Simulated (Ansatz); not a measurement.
# C4H6O: one species, many methods

One table from this session's results is given with a row withheld; the runs are named, their logs left out.

Method: functionals in def2-TZVPP, the program's frozen cores in correlated methods; program: Ansatz 0.2.0, Gaussian basis.

Plan: LDA (SPW92), PBE-D4, revPBE-D4, BLYP-D4, r2SCAN-D4, B97M-V, PBE0-D4, B3LYP-D4, r2SCANh-D4, r2SCAN0-D4, HSE06-D4, BHLYP-D4, CAM-B3LYP-D4, LC-ωPBE, ωB97X-V, ωB97M-V, B2PLYP, PBE-QIDH; CCSD(T)/def2-SVP; CCSD(T)/def2-TZVPP; MP2/def2-QZVPP; extrapolation to the limit; RPA on PBE.

### The relaxed structure

The geometry comes from an earlier relaxation with PBE0-D4 in a triple-zeta def2 set; it is a stationary point, not always the lowest conformer.

11 atoms, charge 0, spin multiplicity 1.

Atoms are counted from 1 here; the program's logs count them from 0.

Bond lengths: C1–C2 1.328 Å, C1–H6 1.084 Å, C1–H7 1.084 Å, C2–C3 1.481 Å, C2–H8 1.086 Å, C3–C4 1.506 Å, C3–O5 1.211 Å, C4–H9 1.093 Å, C4–H10 1.088 Å, C4–H11 1.093 Å. Angles: C2–C1–H6 121.4°, C2–C1–H7 122.0°, H6–C1–H7 116.7°, C1–C2–C3 124.9°, C1–C2–H8 121.2°, C3–C2–H8 113.9°, C2–C3–C4 119.1°, C2–C3–O5 119.5°, C4–C3–O5 121.4°, C3–C4–H9 110.8°, C3–C4–H10 108.9°, C3–C4–H11 110.7°, H9–C4–H10 109.5°, H9–C4–H11 107.4°, H10–C4–H11 109.5°.

Set-up of the first run:

in.yaml

```yaml
crystal:
  periodic: [false, false, false]
  atoms:
    - {symbol: C, position_ang: [-0.723197, 1.433323, 0.405789]}
    - {symbol: C, position_ang: [-0.027726, 0.498789, 1.044319]}
    - {symbol: C, position_ang: [0.522777, -0.724576, 0.416525]}
    - {symbol: C, position_ang: [0.295787, -0.958568, -1.053447]}
    - {symbol: O, position_ang: [1.143581, -1.513905, 1.093184]}
    - {symbol: H, position_ang: [-1.100273, 2.308087, 0.922877]}
    - {symbol: H, position_ang: [-0.942723, 1.362297, -0.653773]}
    - {symbol: H, position_ang: [0.184972, 0.582251, 2.105728]}
    - {symbol: H, position_ang: [0.713378, -0.140136, -1.645198]}
    - {symbol: H, position_ang: [0.771900, -1.893937, -1.339736]}
    - {symbol: H, position_ang: [-0.773076, -1.010627, -1.275669]}
basis:
  gaussian: {orbitals: def2-TZVPP}
hamiltonian: {xc: lda}
output: {orbitals: {seedname: orbitals}}
```

Command:

```sh
$ ansatz run in.yaml --threads 4 --pin off --events-out ev --progress --plain --max-ram 10444MiB
```

Among the steps run: LDA; PBE-D4 (GGA); revPBE-D4 (GGA); BLYP-D4 (GGA); r2SCAN-D4 (meta-GGA); B97M-V (meta-GGA); B3LYP-D4 (hybrid); r2SCANh-D4 (hybrid); r2SCAN0-D4 (hybrid); HSE06-D4 (hybrid); BHLYP-D4 (hybrid); CAM-B3LYP-D4 (range-separated); LC-ωPBE (range-separated); ωB97X-V (range-separated); ωB97M-V (range-separated); B2PLYP (double hybrid); PBE-QIDH (double hybrid).

One table of the session follows, with a row left open; its other results are not shown here.

It belongs to the step «Orbital energies across the functionals». 

```
  functional  HOMO (eV)  LUMO (eV)  gap (eV)
 LDA (SPW92)      -5.86      -2.95      2.91
      PBE-D4      -5.69      -2.70      3.00
   revPBE-D4          ?          ?         ?
     BLYP-D4      -5.61      -2.56      3.05
   r2SCAN-D4      -6.00      -2.54      3.46
      B97M-V      -6.18      -2.43      3.76
     PBE0-D4      -7.35      -1.68      5.66
    B3LYP-D4      -7.10      -1.92      5.19
  r2SCANh-D4      -6.63      -2.17      4.46
  r2SCAN0-D4      -7.57      -1.60      5.97
    HSE06-D4      -6.94      -2.07      4.87
    BHLYP-D4      -8.96      -0.54      8.42
CAM-B3LYP-D4      -8.84      -0.53      8.31
     LC-ωPBE     -10.15       0.64     10.79
     ωB97X-V      -9.83       0.58     10.41
     ωB97M-V      -9.79       0.50     10.29
```

Q: Estimate the row for revPBE-D4 from the others.

The run gave: HOMO (eV): -5.63; LUMO (eV): -2.61; gap (eV): 3.02. In the column «HOMO (eV)» it lies between PBE-D4 (-5.69) and BLYP-D4 (-5.61).
